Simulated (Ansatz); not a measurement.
**Could ZrS2 exist in this structure?**

Plane-wave DFT in Ansatz with scalar-relativistic PAW potentials. The crystal relaxes under PBE to P-3m1 with a = 3.685 Å, c = 6.758 Å, 26.49 Å³/atom. No spin polarisation.

```
CELL_PARAMETERS angstrom
3.68521 0.00000 0.00000
-1.84260 3.19148 0.00000
0.00000 0.00000 6.75791
ATOMIC_POSITIONS crystal
Zr 0.00000 0.00000 0.00000
S 0.66667 0.33333 0.78568
S 0.33333 0.66667 0.21432
```

Task: Test it against the elements, against displacements at the zone centre and against strain.

Result:
- Energy over the elements: -1.566 eV/atom (PBE, standard states in the same functional, gases uncorrected)
- Optical modes at Γ: all 6 real, 159 to 323 cm⁻¹ (PBEsol, without the LO-TO term)
- Least eigenvalue of the elastic tensor: 6 GPa (PBEsol)

It passes all three tests. So it is a local minimum against everything tried and bound against the elements. Modes at other wave vectors, other structures and decomposition into other compounds weren't tested here. The modes and the tensor belong to cells relaxed at their own level (22.36 Å³/atom for the tensor), not to the cell shown; modes and shear constants soften as a cell grows, so the larger cell shown may fail a test that the smaller one passes.

The cell holds layers, and where no dispersion correction was added their binding is poorly described.